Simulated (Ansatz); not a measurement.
# NiO (Fm-3m) in Ansatz: notebook

The runs below take NiO through electron localisation function, electrostatic potential, density of states, relaxation of cell and atoms, with r2SCAN+D3(BJ)+U, r2SCAN+D4+U, revPBE+U, PBE+D3(BJ)+U.

Program: Ansatz 0.2.0. These are calculated values, not measurements. Logs are shortened: lines on timing, memory, paths and dates and some standing lists are left out, and cuts for length are marked.

**1. The crystal as given**

The structure is cubic, space group Fm-3m (No. 225). Conventional cell: a = 4.172 Å, b = 4.172 Å, c = 4.172 Å, α = 90.00°, β = 90.00°, γ = 90.00°. Ni (site symmetry m-3m) is surrounded by 6 O at 2.09 Å. O (site symmetry m-3m) has 6 Ni at 2.09 Å as nearest neighbours.

**2. Electron localisation function, r2SCAN+D3(BJ)+U, collinear spin, ferromagnetic start**

Contents of input.yaml:

```yaml
crystal:
  lattice:
    - [0.0, 2.0859016414, 2.0859016414]
    - [2.0859016414, 0.0, 2.0859016414]
    - [2.0859016414, 2.0859016414, 0.0]
  atoms:
    - { symbol: Ni, position: [0.0, 0.0, 0.0], spin: 1.0 }
    - { symbol: O, position: [0.5, 0.5, 0.5] }
hamiltonian:
  xc: r2scan
  pseudopotentials: { kind: paw, core: small }
  dispersion: d3bj
  hubbard: { sites: [{ species: Ni, l: d, u_eff: 5.0 }], double_counting: fll }
magnetization:
  spin_polarized: true
kpoints:
  mp_grid: { grid: [11, 11, 11] }
scf:
  occupations: { method: methfessel_paxton, width: 0.1 }
output:
  forces: true
  stress: true
  eigenvalues: true
  write_density: true
  write_potential: true
  elf: true
  volumetric_format: npy
```

Potentials or basis: Ansatz PAW.

Run with:

```
$ ansatz run input.yaml --threads 1 --pin off --max-ram 2560MiB --backend cpu --events-out ev --progress --plain --runs-dir out
```

The program printed:

```text
Warning: of Ni the run reads no dataset of the core that `hamiltonian.pseudopotentials.core` asks for: this build lists none beside the file that it uses, or the input names that file
Warning: the engine holds no damping parameters fitted to this dispersion correction and functional, so the run takes those fitted to r2scan beside the three-body term, which d3bj leaves out (hamiltonian.dispersion, under Limitations)
Warning: RAYON_NUM_THREADS=1 ignored (pool sized by the plan → 1); use --threads N
Ni: projections on atomic orbitals take those of the free atom [Ne] 3s2 3p6 3d8 4s2, of charge +0.00 (hamiltonian.pseudopotentials.projection_atoms); the dataset's partial waves leave at most 1.6e-6 of an orbital's norm unspanned inside its sphere
O: projections on atomic orbitals take those of the free atom [He] 2s2 2p4, of charge +0.00 (hamiltonian.pseudopotentials.projection_atoms); the dataset's partial waves leave at most 1.9e-8 of an orbital's norm unspanned inside its sphere
Engine: ansatz 0.2.0, x86_64-unknown-linux-gnu
Pseudopotentials: kind: paw
Pseudopotential: Ni, paw, valence charge 18, recommended cutoff 500 eV (meta_gga), Ni.paw.azcp
Pseudopotential: O, paw, valence charge 6, recommended cutoff 500 eV (meta_gga), O.paw.azcp
Functional definition: r2SCAN
  parameter k0 = 0.174
  parameter k1 = 0.065
  parameter a1 = 4.9479
  exchange = r2scan_x(k0 = k0, k1 = k1, a1 = a1)
  correlation = r2scan_c
Crystal: 2 atoms, lattice volume = 18.151 Å³
Basis set: ecut = 500 eV, 459 PW (Γ), exchange–correlation on 96×96×96 points (64 copies of the dense FFT grid, shifted against one another)
Bands: 17, of which v1, the nominal top of the filled ones, is band 12 counted from 1 (11 counted from 0)
Symmetry: 48 space group operations
Space group: Fm-3m (ITA 225), of the structure as read, at distance tolerance 2.6e-5 Å
Magnetic group: BNS 225.116 (UNI 1618), of the structure as read, at distance tolerance 2.6e-5 Å
k-points: 56 of 1331
Non-local potential: Ni, projectors of the file, l = 0: 3, l = 1: 2, l = 2: 3, l = 3: 1
Non-local potential: O, projectors of the file, l = 0: 2, l = 1: 2, l = 2: 1
PAW form: soft (Blöchl's): semilocal exchange-correlation on the pseudo side does not see the compensation charge
PAW frozen core: Ni, regenerated for the run's functional (the file was generated under x = pbe(κ = 0.804, μ = 0.2195149727645171), c = pbe(β = 0.06672455060314922))
PAW frozen core: O, regenerated for the run's functional (the file was generated under x = pbe(κ = 0.804, μ = 0.2195149727645171), c = pbe(β = 0.06672455060314922))
PAW one-centre angular grid: Ni, 590 points (default); XC on 160 Gauss nodes
PAW one-centre angular grid: O, 302 points (default); XC on 160 Gauss nodes
Initial density: superposition of atomic densities (chi_scale 0.1, normalization cell, long waves kept (reshape's long-wave potential 0.00 eV rms))
Starting moments: Σ|m| = 1 μB on 1 of 2 sites
Initial wavefunctions: pseudopotential atomic-orbital guess
Functional: x = r2scan, c = r2scan; τ floored in thin density (d = 2e-4 eV/Å³)
SCF iter   1: F=—  HF=-6414.267217 eV  |F-HF|=—  |Δ(HF+E_count)|=         —  Δρ=3.28e-1 (↑1.75e-1 ↓3.28e-1)  dr2=3.45e1  dr2_τ=1.20e-1  dr2_m=1.19e0  M=0.251 μB ∫|m|=0.254 μB  β_m=0.30  ethr=3.10e-3  ⟨swp⟩=5.1  Hψ=8097  notcnv=0
preconditioner: auto → none  [metal: Δε(μ)=0.021 eV  Ē_g=17.278 eV  σ=0.100 eV  W_gap=0.12  n_scr=8 (ndim 8)  ℏωp=34.9 eV  f_vac=0.000  D(μ)=1.43/eV (n_scr^D=14)  sad-step TF]
SCF iter   2: F=—  HF=-6409.871071 eV  |F-HF|=—  |Δ(HF+E_count)|=    4.40e0  Δρ=6.67e-2 (↑4.42e-2 ↓6.67e-2)  dr2=4.20e-1  dr2_τ=1.30e-1  dr2_m=2.04e-1  M=1.046 μB ∫|m|=1.046 μB  β_m=1.00  ethr=3.10e-3  ⟨swp⟩=3.8  Hψ=5366  notcnv=0  defer=75  κ⁻¹=1.0e0(r=1)
SCF iter   3: F=—  HF=-6410.436357 eV  |F-HF|=—  |Δ(HF+E_count)|=   5.65e-1  Δρ=7.79e-2 (↑5.62e-2 ↓7.79e-2)  dr2=2.97e-1  dr2_τ=8.90e-3  dr2_m=5.29e-1  M=1.562 μB ∫|m|=1.566 μB  β_m=1.00  ethr=1.75e-3  ⟨swp⟩=2.7  Hψ=4824  notcnv=0  defer=57  κ⁻¹=1.5e-3(r=2)
SCF iter   4: F=—  HF=-6410.846682 eV  |F-HF|=—  |Δ(HF+E_count)|=         —  Δρ=4.94e-2 (↑3.55e-2 ↓4.94e-2)  dr2=3.92e-2  dr2_τ=3.51e-3  dr2_m=2.70e-1  M=1.948 μB ∫|m|=1.954 μB  β_m=1.00  ethr=1.24e-3  ⟨swp⟩=3.0  Hψ=4757  notcnv=0  defer=52
Mixer restart at iter 4: flushing history
SCF iter   5: F=—  HF=-6411.318535 eV  |F-HF|=—  |Δ(HF+E_count)|=   4.72e-1  Δρ=2.76e-2 (↑1.02e-2 ↓2.76e-2)  dr2=9.95e-2  dr2_τ=6.69e-4  dr2_m=2.71e-2  M=2.000 μB ∫|m|=2.008 μB  β_m=1.00  ethr=1.63e-4  ⟨swp⟩=2.0  Hψ=4213  notcnv=0  defer=64  κ⁻¹=1.0e0(r=1)
SCF iter   6: F=—  HF=-6411.989895 eV  |F-HF|=—  |Δ(HF+E_count)|=   6.71e-1  Δρ=3.73e-2 (↑2.21e-2 ↓3.73e-2)  dr2=4.27e-1  dr2_τ=1.92e-3  dr2_m=1.18e-2  M=2.000 μB ∫|m|=2.013 μB  β_m=1.00  ethr=1.63e-4  ⟨swp⟩=2.4  Hψ=4007  notcnv=0  defer=66
Mixer restart at iter 6: flushing history
spin-set hold released at iteration 6 (site moments contracting): the magnetisation degrees of freedom join the quasi-Newton model from the next iteration; the mixer history was flushed
SCF iter   7: F=—  HF=-6412.382305 eV  |F-HF|=—  |Δ(HF+E_count)|=   3.92e-1  Δρ=1.35e-2 (↑1.35e-2 ↓1.18e-2)  dr2=2.57e-2  dr2_τ=2.06e-3  dr2_m=1.82e-4  M=2.000 μB ∫|m|=2.010 μB  β_m=1.00  ethr=1.63e-4  ⟨swp⟩=2.5  Hψ=3887  notcnv=0  defer=66  κ⁻¹=1.0e0(r=1)
SCF iter   8: F=—  HF=-6412.761253 eV  |F-HF|=—  |Δ(HF+E_count)|=   3.79e-1  Δρ=1.20e-2 (↑7.95e-3 ↓1.20e-2)  dr2=2.50e-2  dr2_τ=4.86e-4  dr2_m=2.57e-3  M=2.000 μB ∫|m|=2.012 μB  β_m=1.00  ethr=1.07e-4  ⟨swp⟩=2.1  Hψ=3991  notcnv=0  defer=68  κ⁻¹=5.9e-2(r=2)
SCF iter   9: F=—  HF=-6413.044322 eV  |F-HF|=—  |Δ(HF+E_count)|=   2.83e-1  Δρ=2.03e-3 (↑1.62e-3 ↓2.03e-3)  dr2=1.10e-3  dr2_τ=3.93e-5  dr2_m=1.67e-4  M=2.000 μB ∫|m|=2.013 μB  β_m=1.00  ethr=1.04e-4  ⟨swp⟩=2.3  Hψ=3709  notcnv=0  defer=68  κ⁻¹=8.2e-3(r=3)
Mixer restart at iter 9: flushing history
SCF iter  10: F=—  HF=-6410.687788 eV  |F-HF|=—  |Δ(HF+E_count)|=         —  Δρ=1.55e-3 (↑5.35e-4 ↓1.55e-3)  dr2=3.24e-4  dr2_τ=5.00e-6  dr2_m=6.03e-5  M=2.000 μB ∫|m|=2.012 μB  β_m=1.00  ethr=4.56e-6  ⟨swp⟩=2.1  Hψ=3890  notcnv=0  defer=74
Mixer restart at iter 10: flushing history
SCF iter  11: F=—  HF=-6413.052959 eV  |F-HF|=—  |Δ(HF+E_count)|=    2.37e0  Δρ=4.37e-3 (↑1.95e-3 ↓4.37e-3)  dr2=4.84e-3  dr2_τ=5.29e-5  dr2_m=2.76e-4  M=2.000 μB ∫|m|=2.012 μB  β_m=1.00  ethr=2.08e-4  ⟨swp⟩=1.8  Hψ=2546  notcnv=0  defer=74
SCF iter  12: F=—  HF=-6413.051453 eV  |F-HF|=—  |Δ(HF+E_count)|=   1.51e-3  Δρ=4.48e-4 (↑3.09e-4 ↓4.48e-4)  dr2=3.50e-5  dr2_τ=2.08e-5  dr2_m=1.02e-5  M=2.000 μB ∫|m|=2.011 μB  β_m=1.00  ethr=2.01e-5  ⟨swp⟩=2.3  Hψ=3330  notcnv=0  defer=74  κ⁻¹=1.0e0(r=1)
SCF iter  13: F=—  HF=-6413.051653 eV  |F-HF|=—  |Δ(HF+E_count)|=         —  Δρ=1.72e-4 (↑1.68e-4 ↓1.72e-4)  dr2=3.93e-6  dr2_τ=2.22e-7  dr2_m=1.19e-6  M=2.000 μB ∫|m|=2.011 μB  β_m=1.00  ethr=1.46e-7  ⟨swp⟩=2.1  Hψ=2942  notcnv=0  defer=74
Mixer restart at iter 13: flushing history
SCF iter  14: F=—  HF=-6410.922064 eV  |F-HF|=—  |Δ(HF+E_count)|=         —  Δρ=4.35e-2 (↑2.80e-5 ↓4.35e-2)  dr2=2.92e-1  dr2_τ=5.70e-3  dr2_m=7.88e-2  M=2.000 μB ∫|m|=2.007 μB  ethr=2.08e-4  ⟨swp⟩=1.5  Hψ=2047  notcnv=0  defer=74
Mixer restart at iter 14: flushing history
SCF iter  15: F=—  HF=-6413.051541 eV  |F-HF|=—  |Δ(HF+E_count)|=         —  Δρ=1.55e-4 (↑1.54e-4 ↓1.55e-4)  dr2=5.63e-6  dr2_τ=1.53e-7  dr2_m=2.90e-7  M=2.000 μB ∫|m|=2.011 μB  β_m=1.00  ethr=1.64e-8  ⟨swp⟩=4.4  Hψ=5873  notcnv=0  defer=39
SCF iter  16: F=—  HF=-6413.051573 eV  |F-HF|=—  |Δ(HF+E_count)|=   3.14e-5  Δρ=1.02e-4 (↑1.02e-4 ↓1.01e-4)  dr2=1.95e-6  dr2_τ=6.03e-8  dr2_m=7.65e-8  M=2.000 μB ∫|m|=2.011 μB  β_m=1.00  ethr=1.64e-8  ⟨swp⟩=2.0  Hψ=3696  notcnv=0  defer=39  κ⁻¹=1.0e0(r=1)
SCF iter  17: F=—  HF=-6413.051606 eV  |F-HF|=—  |Δ(HF+E_count)|=   3.27e-5  Δρ=3.67e-5 (↑3.67e-5 ↓3.45e-5)  dr2=1.64e-7  dr2_τ=9.73e-9  dr2_m=1.18e-9  M=2.000 μB ∫|m|=2.011 μB  β_m=1.00  ethr=8.13e-9  ⟨swp⟩=2.0  Hψ=3174  notcnv=0  defer=39  κ⁻¹=9.7e-2(r=2)
SCF iter  18: F=—  HF=-6413.051612 eV  |F-HF|=—  |Δ(HF+E_count)|=         —  Δρ=9.29e-6 (↑9.29e-6 ↓7.92e-6)  dr2=2.11e-8  dr2_τ=6.28e-10  dr2_m=1.70e-10  M=2.000 μB ∫|m|=2.011 μB  β_m=1.20  ethr=6.82e-10  ⟨swp⟩=2.0  Hψ=3175  notcnv=0  defer=39
Mixer restart at iter 18: flushing history
iteration 18: the input's own smearing fills from here on; a Gaussian of 0.1 eV has filled iterations ahead of it
SCF iter  19: F=—  HF=-6413.051612 eV  |F-HF|=—  |Δ(HF+E_count)|=   2.29e-7  S|Δr|=    0.00e0  Δρ=5.28e-6 (↑5.26e-6 ↓5.28e-6)  dr2=7.11e-9  dr2_τ=1.68e-10  dr2_m=1.43e-10  M=2.000 μB ∫|m|=2.011 μB  β_m=1.20  ethr=8.78e-11  ⟨swp⟩=7.2  Hψ=11441  notcnv=0  κ⁻¹=1.0e0(r=1)
SCF iter  20: F=-6413.051613 eV  HF=-6413.051613 eV  |F-HF|=2.71e-8  |Δ(HF+E_count)|=   2.16e-7  S|Δr|=    0.00e0  Δρ=1.52e-6 (↑1.47e-6 ↓1.52e-6)  dr2=4.10e-10  dr2_τ=2.43e-11  dr2_m=9.53e-11  M=2.000 μB ∫|m|=2.011 μB  ethr=2.96e-11  ⟨swp⟩=6.9  Hψ=9800  notcnv=0
SCF 1 converged in 20 iterations: F = -6413.051613 eV  dr2 = 4.10e-10
this state was not tested for a lower state beside it, because cold or Methfessel-Paxton smearing, or corrected tetrahedra, fill the levels in a way that the test cannot read (fill_not_monotonic; see scf.lower_state_search)
SCF converged after 20 iterations
Magnetization: 2.0000 μB (13.0000 up, 11.0000 down)
Absolute magnetization: 2.0088 μB (∫|ρ↑−ρ↓|, with the PAW one-centre terms)
Spin contamination: 0.0018 ħ² per cell (⟨S²⟩ above its minimum at these occupations)
Per-site moments (μB) at R_I (Å): [(1.7555300520858663, 0.8604344270775), (0.18340963940142785, 0.8604344270775)]
Free energy (F): -6413.051613 eV
Harris-Foulkes:  -6413.051613 eV  (|F-HF|=2.71e-8)
Internal energy: -6413.051613 eV  (E = F + TS)
E sigma→0 (E₀):  -6413.051613 eV
Fermi energy:    14.906459 eV
Step filling:    the computed levels leave a gap of 2.8862 eV = 28.9 smearing widths at the electron count; against every level under it full and every level over it empty, smearing changes F+E_penalty+E_count by +3.05e-92 meV and its σ→0 estimate by -3.15e-90 meV
--- Per-component energies (eV) ---
  E_band       = -382.811300
  E_kinetic    = 450.860112
  E_local      = -3987.933884  (includes V_loc(G=0)·N_el)
  E_nonlocal   = 694.867780
  E_hartree    = 1640.609551
  E_xc         = -150.200069
  E_vxc        = -218.460150  (∫ρ·V_xc dr)
  E_hubbard    = 0.532807  (on-site DFT+U / exact-exchange correction)
  E_vhub       = -19.467105  (the Hubbard potential's part of the band-sum identity)
  E_paw        = -1806.405370  (= ΣΔE_a)
  E_vpaw       = -598.320291  (= ΣTr[D̂ρ^β])
  E_aug_tail   = 0.001074  (compensation charges beyond the density's cutoff)
  E_vtau       = 14.422179  (kinetic-family band-sum trace: ∫τ·v_τ [+ j·A + Jᵃ·Aᵃ] dr)
  E_ewald      = -3254.798910
  E_disp       = -0.252694  (pairwise vdW)
  E_core_change = -0.332010  (= ΣΔE_core)
  E_smearing   = 0.000000  (= −TS)
  E_closure    = -0.000000  (closes the sum)
  Σ components = -6413.051613   (vs F -6413.051613, Δ=0.00e0)
--- Forces (eV/Å), atoms counted from 1 ---
  atom   1  Ni    -0.00000000     0.00000000     0.00000000
  atom   2  O      0.00000000    -0.00000000    -0.00000000
  max |Σ_I F_I| component: 1.73e-29 eV/Å
--- Stress (GPa, compression-positive) ---
        5.604979      -0.000000       0.000000
       -0.000000       5.604979       0.000000
       -0.000000      -0.000000       5.604979
  P = ⅓ Tr σ = 5.6050 GPa (56.050 kbar)
--- Band table (eV; the first three rows and the last of 112) ---
  k-point 0 ↑: bands = ["-95.0596", "-53.9344", "-53.9344", "-53.9344", "-6.7414", "7.2442", "7.2442", "8.2046", "8.2046", "8.2046", "11.6482", "11.6482", "11.6482", "16.3447", "32.8490", "33.7270", "33.7270"]
  k-point 1 ↑: bands = ["-95.0595", "-53.9366", "-53.9347", "-53.9347", "-6.6452", "7.1166", "7.1166", "8.0861", "8.2281", "8.2281", "11.1837", "11.8313", "11.8313", "16.9679", "30.8564", "33.4563", "33.4563"]
  k-point 2 ↑: bands = ["-95.0590", "-53.9426", "-53.9355", "-53.9355", "-6.3761", "6.7896", "6.7896", "7.6234", "8.3292", "8.3292", "10.4680", "12.2741", "12.2741", "18.2483", "28.5453", "32.3382", "32.3382"]
  k-point 55 ↓: bands = ["-91.7176", "-50.7785", "-50.7767", "-50.7674", "-4.6622", "7.6593", "7.6892", "9.7172", "10.0939", "10.8167", "10.8472", "17.6071", "18.0935", "24.2245", "25.9508", "26.2294", "29.4109"]
Occupation matrices written to <dir>
```

Wall time 7.3 s (1 thread of Intel Xeon 6975P-C (Granite Rapids), shared host); peak memory 0.46 GiB.

Results:

```yaml
Free_energy: -6413.0516 eV
Pressure: 5.6 GPa
Band_gap_on_the_k_mesh: 2.89 eV, indirect (least direct gap 3.98 eV)
Net_moment: 2.00 μB per cell
Absolute_moment: 2.01 μB per cell
Site_moments: Ni +1.76; O +0.18 μB
```

Eigenvalues of the final occupation matrices:
```csv
site,spin,trace,eigenvalues
site 1,1,4.99,1.00 1.00 1.00 1.00 1.00
site 1,2,3.22,0.11 0.11 1.00 1.00 1.00
```

Caveat: the magnetic or orbital state may not be the lowest; odd divisions of the mesh miss points on the zone boundary, where band edges often lie, so the gap on the mesh can be too wide; a cell with one magnetic atom can't hold antiferromagnetic order, which such compounds often take; the PAW data sets come from PBE, with cores solved anew for the run's functional, which leaves a small shift of forces and pressure; the dispersion damping was fitted for another functional or another form of the correction.

(Continued in part 2 of 2.)
